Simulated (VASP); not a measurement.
Write the native input for VASP 6.6.1 that does the following.

| Item | Value |
| --- | --- |
| Task | band structure |
| Functional | r2SCAN |
| Potentials or basis | VASP PAW PBE potentials, release 64 (Ca_sv, B) |
| Cutoff | 520 eV |
| k mesh | 10 × 10 × 10 |
| Occupations | methfessel-paxton, width 0.1 eV |
| Spin | no spin polarisation |
| Further INCAR settings | ALGO = Normal; EDIFF = 1e-07 |

The structure of CaB6 lies in POSCAR:

```
CaB6                                    
1.0
    4.1300390163      0.0000000000      0.0000000000
    0.0000000000      4.1300390163      0.0000000000
    0.0000000000      0.0000000000      4.1300390163
  Ca              B             
     1     6
Direct
     0.5000000000000000    0.5000000000000000    0.5000000000000000
     0.0000000000000000    0.0000000000000000    0.2984678719884712
     0.0000000000000000    0.0000000000000000    0.7015321280115288
     0.2984678719884712    0.0000000000000000    0.0000000000000000
     0.7015321280115288    0.0000000000000000    0.0000000000000000
     0.0000000000000000    0.2984678719884712    0.0000000000000000
     0.0000000000000000    0.7015321280115288    0.0000000000000000
```

One way to write it, as run:

INCAR

```
SYSTEM = CaB6
ALGO     = Normal         ! electronic algorithm
EDIFF    = 1E-7           ! SCF threshold, eV
ENCUT    = 520            ! plane-wave cutoff, eV
ISIF     = 2              ! what is computed and relaxed
ISMEAR   = 1              ! smearing method
KPAR     = 2            
LASPH    = .TRUE.         ! aspherical terms in the spheres
LCHARG   = .FALSE.        ! write CHGCAR
LMIXTAU  = .TRUE.       
LREAL    = .FALSE.        ! projectors in reciprocal space
LWAVE    = .FALSE.        ! write WAVECAR
METAGGA  = R2SCAN         ! meta-GGA
NELM     = 80             ! most SCF steps
PREC     = Accurate       ! precision mode
SIGMA    = 0.1            ! smearing width, eV
```

KPOINTS

```
k-points
0
G
  10 10 10
  0 0 0
```

KPOINTS_OPT

```
explicit points
188
Reciprocal
 0.0000000000  0.0000000000  0.0000000000 1
 0.0000000000  0.0263157895  0.0000000000 1
 0.0000000000  0.0526315789  0.0000000000 1
 0.0000000000  0.0789473684  0.0000000000 1
 0.0000000000  0.1052631579  0.0000000000 1
 0.0000000000  0.1315789474  0.0000000000 1
[... 180 lines left out ...]
 0.0163266700  0.4836733300  0.0000000000 1
-0.0163266700  0.5163266700  0.0000000000 1
```

Potentials or basis: VASP PAW PBE potentials, release 64 (Ca_sv, B).

Run with:

```sh
$ cat potpaw_PBE.64/Ca_sv/POTCAR potpaw_PBE.64/B/POTCAR > POTCAR
$ mpirun -np 2 vasp_std > vasp.out
```

It gave:

```json
{
 "Pressure": "1.0 GPa",
 "Largest force": "0.069 eV/Å",
 "Band gap along the path": "none (metal or under the smearing width)"
}
```

Caveat: the PAW data sets were made with another functional, which shifts forces and pressure a little.

It took 2.9 min on 2 MPI ranks on Intel(R) Xeon(R) Platinum 8375C CPU @ 2.90GHz (Ice Lake), on a shared host, peak memory 0.24 GiB a rank.
